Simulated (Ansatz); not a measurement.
# ZnSe2: the cost of one run

Program: Ansatz 0.2.0. Level of theory: DFT PBE, scalar-relativistic, plane waves, PAW. These are calculated values, not measurements.

## 1. The system as given

It takes space group R-3m (No. 166, trigonal). The conventional cell has a = 3.694 Å, b = 3.694 Å, c = 16.735 Å, α = 90.00°, β = 90.00°, γ = 120.00°. Around Zn (site symmetry -3m) lie 6 Se at 2.55 Å. Se (site symmetry 3m) is surrounded by 3 Zn at 2.55 Å.

As a file:

```
Zn Se
1.0
     1.84696    1.06634    5.57828
    -1.84696    1.06634    5.57828
     0.00000   -2.13268    5.57828
Zn Se
1 2
Direct
  0.00000 0.00000 0.00000
  0.75000 0.75000 0.75000
  0.25000 0.25000 0.25000
```

This is candidate A: cadmium chloride type (R-3m, No. 166).

(A quick probe on a coarse mesh, which set the mesh and smearing, is not shown.)

## 3. Coarse relaxation (candidate A)

input.yaml

```yaml
crystal:
  lattice:
    - [1.8469569048, 1.0663410662, 5.5782823278]
    - [-1.8469569048, 1.0663410662, 5.5782823278]
    - [0.0, -2.1326821323, 5.5782823278]
  atoms:
    - { symbol: Zn, position: [0.0, 0.0, 0.0] }
    - { symbol: Se, position: [0.75, 0.75, 0.75] }
    - { symbol: Se, position: [0.25, 0.25, 0.25] }
basis:
  ecutwfc: 420
kpoints:
  mp_grid: { grid: [6, 6, 6] }
hamiltonian:
  xc: pbe
scf:
  occupations: { method: gaussian, width: 0.1 }
  lower_state_search: "off"
output:
  forces: true
  stress: true
  eigenvalues: true
relax:
  adjacent_minimum: "off"
  f_tol: 0.04
  max_steps: 70
  cell: { stress_tol: 0.4 }
```

On the command line:

```console
> ansatz run input.yaml --threads 1 --pin off --max-ram 2560MiB --backend cpu --events-out ev --progress --plain --runs-dir out
```

Q: Estimate wall time and peak memory on 1 thread of Arm Neoverse V1, shared host.

About 22 s, with a peak of 0.37 GiB.
